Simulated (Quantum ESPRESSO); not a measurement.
Crystal: LiF (Griceite).

```
CELL_PARAMETERS angstrom
0.00000 2.01400 2.01400
2.01400 0.00000 2.01400
2.01400 2.01400 0.00000
ATOMIC_POSITIONS crystal
F 0.50000 0.50000 0.50000
Li 0.00000 0.00000 0.00000
```

- Program: Quantum ESPRESSO 7.5
- Task: single point
- Functional: PBE
- Potentials or basis: SSSP 1.3 efficiency PBE
- Cutoff: 748 eV
- Density cutoff: 5987 eV
- k mesh: 11 × 11 × 11
- Occupations: fermi-dirac, width 0.05 eV
- Spin: no spin polarisation

On this cell: pressure 2.0 GPa; largest force zero by symmetry; band gap on the k mesh 9.07 eV, direct.

The same run follows on a disturbed copy (atoms moved at random, drawn with an rms of 0.05 Å):

```xyz
2
Lattice="0.0000 2.0140 2.0140 2.0140 0.0000 2.0140 2.0140 2.0140 0.0000" Properties=species:S:1:pos:R:3 pbc="T T T"
F     2.0142    2.0843    2.0030
Li    0.0200    0.0418    0.0192
```

What changes?

The energy moves by +0.8 meV/atom; pressure 2.1 GPa; largest force 0.074 eV/Å; band gap on the k mesh 9.06 eV, direct.

Forces on the atoms (eV/Å):
```
F    0.032 -0.046  0.049
Li  -0.032  0.046 -0.049
```

Caveats: an odd mesh through Γ misses points on the zone boundary, where band edges often lie.
